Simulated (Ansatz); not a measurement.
System: Al vacancy in zinc-blende AlP (charge state -3). The step: one Al atom jumps into the vacancy from a nearby Al site; the atom moves 3.71 Å along (0.00, 0.48, -0.48) of the unit cell; the moving atom starts with neighbours P at 2.33, 3 P at 2.42 Å and ends with P at 2.33, 3 P at 2.42 Å. DFT values are from Ansatz (plane-wave PAW, 420 eV unless said) in a cell of 64 host sites, spin-restricted, static, with no finite-size correction. The charge state is imposed; whether it is stable for some Fermi level was not computed. Forms of the defect that were not tried may lie lower. For the PBE band: the saddle point's order was not checked, and it lies on a symmetry element of the cell, where a band can be held.

```json
[
 {"Level": "CHGNet universal potential (has no charge state), its own band", "Forward barrier (eV)": "0.76", "Cost of the band or of the saddle's single point": "-"},
 {"Level": "PBE, a 2×2×2 k-point mesh shifted by half a step, band relaxed", "Forward barrier (eV)": "1.61", "Cost of the band or of the saddle's single point": "very roughly 14 core-minutes"},
 {"Level": "PBE, a 3×3×3 k-point mesh shifted by half a step, same geometries", "Forward barrier (eV)": "1.61", "Cost of the band or of the saddle's single point": "around 2.1 core-minutes (rough)"},
 {"Level": "r2SCAN at 500 eV, a 2×2×2 k-point mesh shifted by half a step, same geometries", "Forward barrier (eV)": "1.78", "Cost of the band or of the saddle's single point": "around 80 core-seconds (rough)"}
]
```

Ansatz is an electronic-structure program.
